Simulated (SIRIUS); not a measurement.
Runs of SIRIUS 7.12.0 on KMgF3. Symmetry: Pm-3m, No. 221, cubic system. The conventional cell has a = 3.986 Å, b = 3.986 Å, c = 3.986 Å, α = 90.00°, β = 90.00°, γ = 90.00°. Around K (site symmetry m-3m) lie 12 F at 2.82 Å. Mg (site symmetry m-3m) is surrounded by 6 F at 1.99 Å. Around F (site symmetry 4/mmm) lie 2 Mg at 1.99 Å. 

| potentials or basis | spin | k mesh | valence relativity | core relativity | gap on the mesh (eV) |
| --- | --- | --- | --- | --- | --- |
| all-electron FP-LAPW (no relativity for the valence, core without relativity), apw+lo standard | off | 7 × 7 × 7 | none | none | (a) |
| all-electron FP-LAPW, apw+lo standard | SOC, no magnetisation | 5 × 5 × 5 | iora | - | 7.39 |
| all-electron FP-LAPW (Koelling-Harmon valence), apw+lo standard | off | 7 × 7 × 7 | koelling_harmon | dirac | 7.37 |
| all-electron FP-LAPW (ZORA valence), apw+lo standard | off | 7 × 7 × 7 | zora | dirac | 7.37 |

Alike in all rows: task band structure; level PBE; cell as given; cutoff (eV) 315; smearing fermi-dirac 0.05 eV.

Question: Estimate the missing entries.

Answer: (a) 7.44.

Caveats: relativity is left out for the core states (some runs); spin-orbit coupling enters by second variation, whose total energy isn't converged in the number of states and isn't listed, and the forces lack its term (some runs).

A k mesh can miss the band edges.

A gap of «none» marks a metal or a gap under the smearing width.
